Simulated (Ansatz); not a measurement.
# O started on a Si site in diamond Si, 64 atoms, charge −1

Wanted: geometry, formation energy and gap levels of the defect, compared across PBEsol, HSE06 and r²SCAN.

Program: Ansatz 0.2.0, PAW, plane waves. These are calculated values, not measurements.

## (1) Starting point

64 atoms (63 Si, 1 O); a = 10.866 Å, b = 10.866 Å, c = 10.866 Å, α = 90.00°, β = 90.00°, γ = 90.00°. All atoms were shaken off their sites by about 0.02 Å along each axis. Defect site 1: (0.500, 0.500, 0.500). Starting moments add up to 1 μB.

The runs, in order: (2) PBEsol relaxation at the single k point (¼, ¼, ¼), on 1 × NVIDIA GB300 Max-Q with 8 threads of Arm Neoverse-V2; (3) HSE06 single point at the single k point (¼, ¼, ¼), on 1 × NVIDIA GB300 Max-Q with 8 threads of Arm Neoverse-V2; (4) r²SCAN single point at the single k point (¼, ¼, ¼), on 1 × NVIDIA GB300 Max-Q with 8 threads of Arm Neoverse-V2.

## (2) Relaxation of the positions (PBEsol)

in.yaml reads:

```yaml
crystal:
  lattice:
    - [10.865579, 0.000000, 0.000000]
    - [0.000000, 10.865579, 0.000000]
    - [0.000000, 0.000000, 10.865579]
  atoms:
    - { symbol: Si, position: [0.997266, 0.001438, 0.999335] }
    - { symbol: Si, position: [0.999152, 0.998631, 0.499963] }
    - { symbol: Si, position: [0.002180, 0.503906, 0.001002] }
    - { symbol: Si, position: [0.003128, 0.500284, 0.497198] }
    - { symbol: Si, position: [0.495602, 0.001914, 0.998418] }
    - { symbol: Si, position: [0.502076, 0.001110, 0.499363] }
    - { symbol: Si, position: [0.502428, 0.501343, 0.996552] }
    - { symbol: Si, position: [0.123557, 0.125026, 0.126442] }
    - { symbol: Si, position: [0.127653, 0.127876, 0.625910] }
    - { symbol: Si, position: [0.124715, 0.626405, 0.123350] }
    - { symbol: Si, position: [0.122003, 0.623492, 0.627011] }
    - { symbol: Si, position: [0.627621, 0.125232, 0.125461] }
    - { symbol: Si, position: [0.624047, 0.125054, 0.624454] }
    - { symbol: Si, position: [0.622047, 0.625048, 0.124057] }
    - { symbol: Si, position: [0.623803, 0.630854, 0.624889], spin: 0.2 }
    - { symbol: Si, position: [0.254289, 0.253293, 0.998353] }
    - { symbol: Si, position: [0.249445, 0.252396, 0.501245] }
    - { symbol: Si, position: [0.253386, 0.750662, 0.999043] }
    - { symbol: Si, position: [0.248259, 0.747717, 0.497814] }
    - { symbol: Si, position: [0.753564, 0.251966, 0.002733] }
    - { symbol: Si, position: [0.749293, 0.251156, 0.501859] }
    - { symbol: Si, position: [0.748523, 0.753437, 0.999886] }
    - { symbol: Si, position: [0.751726, 0.752406, 0.500767] }
    - { symbol: Si, position: [0.374009, 0.375596, 0.124270] }
    - { symbol: Si, position: [0.374328, 0.375044, 0.621450], spin: 0.2 }
    - { symbol: Si, position: [0.374908, 0.874162, 0.128574] }
    - { symbol: Si, position: [0.372360, 0.877266, 0.623954] }
    - { symbol: Si, position: [0.873773, 0.375061, 0.122253] }
    - { symbol: Si, position: [0.876547, 0.376550, 0.623947] }
    - { symbol: Si, position: [0.876354, 0.873961, 0.123237] }
    - { symbol: Si, position: [0.874033, 0.876123, 0.621956] }
    - { symbol: Si, position: [0.251933, 0.001254, 0.252169] }
    - { symbol: Si, position: [0.246319, 0.003970, 0.752791] }
    - { symbol: Si, position: [0.252129, 0.499339, 0.249701] }
    - { symbol: Si, position: [0.250945, 0.500558, 0.749463] }
    - { symbol: Si, position: [0.748802, 0.003075, 0.247537] }
    - { symbol: Si, position: [0.749060, 0.000098, 0.751212] }
    - { symbol: Si, position: [0.746256, 0.501572, 0.248117] }
    - { symbol: Si, position: [0.749595, 0.499795, 0.747427] }
    - { symbol: Si, position: [0.377141, 0.123618, 0.374712] }
    - { symbol: Si, position: [0.380630, 0.125786, 0.877227] }
    - { symbol: Si, position: [0.376316, 0.627587, 0.371603], spin: 0.2 }
    - { symbol: Si, position: [0.373566, 0.624732, 0.871778] }
    - { symbol: Si, position: [0.872999, 0.126626, 0.374350] }
    - { symbol: Si, position: [0.874342, 0.123601, 0.875622] }
    - { symbol: Si, position: [0.875300, 0.625814, 0.378329] }
    - { symbol: Si, position: [0.877311, 0.628735, 0.876088] }
    - { symbol: Si, position: [0.000724, 0.251103, 0.247935] }
    - { symbol: Si, position: [0.001844, 0.250266, 0.748804] }
    - { symbol: Si, position: [0.003368, 0.751229, 0.248173] }
    - { symbol: Si, position: [0.000053, 0.750940, 0.751850] }
    - { symbol: Si, position: [0.500684, 0.249803, 0.248665] }
    - { symbol: Si, position: [0.502014, 0.250967, 0.750537] }
    - { symbol: Si, position: [0.502210, 0.751522, 0.250799] }
    - { symbol: Si, position: [0.500177, 0.750963, 0.749801] }
    - { symbol: Si, position: [0.125768, 0.376082, 0.374062] }
    - { symbol: Si, position: [0.125146, 0.373959, 0.872320] }
    - { symbol: Si, position: [0.122115, 0.871904, 0.376458] }
    - { symbol: Si, position: [0.124573, 0.876133, 0.874550] }
    - { symbol: Si, position: [0.624421, 0.378879, 0.374571], spin: 0.2 }
    - { symbol: Si, position: [0.624057, 0.372478, 0.876615] }
    - { symbol: Si, position: [0.624820, 0.875195, 0.373473] }
    - { symbol: Si, position: [0.624855, 0.875682, 0.877659] }
    - { symbol: O, position: [0.496998, 0.502708, 0.497783], spin: 0.2 }
  symmetry: { detect: false }
kpoints:
  mp_grid: { grid: [1, 1, 1], shift: [0.25, 0.25, 0.25] }
hamiltonian:
  xc: pbesol
total_charge: -1
magnetization:
  spin_polarized: true
scf:
  occupations: { method: fermi_dirac, width: 0.01 }
relax:
  f_tol: 0.03
  max_steps: 80
  escape_saddle: false
  adjacent_minimum: "off"
output:
  forces: true
  eigenvalues: true
  populations: true
  charged_corrections: { epsilon: 11.7 }
```

Launch:

```
> ansatz run in.yaml --threads 8 --pin off --max-ram 118750MiB --runs-dir r --events-out ev --progress --plain --backend cuda --devices 0,
```

The runs that follow: HSE06 single point; r²SCAN single point.

Q: Predict the outcome of this session. Wanted: for each run, formation energy; host gap; top filled to lowest empty; moment.

**Answer**, as computed:

```
             level         time  formation energy (eV)  host gap (eV)  top filled to lowest empty (eV)  moment (μB)
PBEsol, relaxation   25 s (GPU)                  -0.21           0.57                             0.23         1.00
             HSE06   35 s (GPU)                   0.67           1.32                             0.82         1.00
            r²SCAN  8.1 s (GPU)                   0.08           0.89                             0.52         1.00
```

```
            quantity                              value
          relaxation  15 recorded steps, 2.12 eV gained
       largest shift                       1.05 Å (O64)
largest local moment                     +0.35 μB on Si
```

**What this shows.** The relaxation lowers the energy by 2.12 eV; the largest shift is 1.05 Å (O64). The formation energy at E_F = VBM goes from -0.21 eV (PBEsol) to 0.67 eV (HSE06), as the host gap goes from 0.57 to 1.32 eV. The reservoirs are the elements' reference phases; where the defect changes the composition, the value depends on that choice. r²SCAN puts 1 localised level over 0.1 eV inside the gap, at 0.39 (filled) eV, the tightest of them shared by about 10 atoms. The price of HSE06 is about 4.3 times the time of r²SCAN here. The host's edges were read at Γ, so band-like levels at this k point need not coincide with them. One k point and a cell of this size can leave errors of several tenths of an eV. The dielectric constant of 11.7 in the correction is an assumed value.
